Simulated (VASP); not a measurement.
The system is MoSe2.

```
Mo Se
1.0
     3.28800    0.00000    0.00000
    -1.64400    2.84749    0.00000
     0.00000    0.00000   12.90000
Mo Se
2 4
Cartesian
  0.0000 1.8983 3.2250
  1.6440 0.9492 9.6750
  0.0000 1.8983 8.0625
  1.6440 0.9492 1.6125
  0.0000 1.8983 11.2875
  1.6440 0.9492 4.8375
```

* Program: VASP 6.6.1
* Task: relaxation of cell and atoms
* Functional: PBEsol
* Potentials or basis: VASP PAW PBE potentials, release 64 (Mo_sv, Se)
* Cutoff: 600 eV
* k mesh: 9 × 9 × 2
* Occupations: gaussian, width 0.03 eV
* Spin: no spin polarisation

At the start: pressure 3.5 GPa; volume 20.13 Å³/atom.

**Question.** How do energy, volume and symmetry change on relaxing?

**Answer.** Over 5 steps the energy falls by 14.0 meV/atom and the volume is 20.34 Å³/atom (+1.0 %); space group P6_3/mmc (No. 194, to 0.05 Å).

The path:
```tsv
step	energy change (eV)	largest force (eV/Å)	pressure (GPa)	volume (Å³)
1	0.0000	0.8474	3.53	120.78
2	0.1461	1.1549	-7.71	128.65
3	-0.0719	0.0364	-1.08	123.56
4	-0.0720	0.0584	-0.97	123.48
5	-0.0842	0.0051	-0.04	122.03
```

Final structure:
```xyz
6
Lattice="3.2716 0.0000 0.0000 -1.6358 2.8333 0.0000 0.0000 0.0000 13.1641" Properties=species:S:1:pos:R:3 pbc="T T T"
Mo    0.0000    1.8889    3.2910
Mo    1.6358    0.9444    9.8731
Se    0.0000    1.8889    8.2070
Se    1.6358    0.9444    1.6249
Se    0.0000    1.8889   11.5392
Se    1.6358    0.9444    4.9572
```

Caveat: the PAW data sets were made with another functional, which shifts forces and pressure a little; this functional lacks dispersion, which binds the layers, so the pressure and a relaxed spacing across them are unreliable.
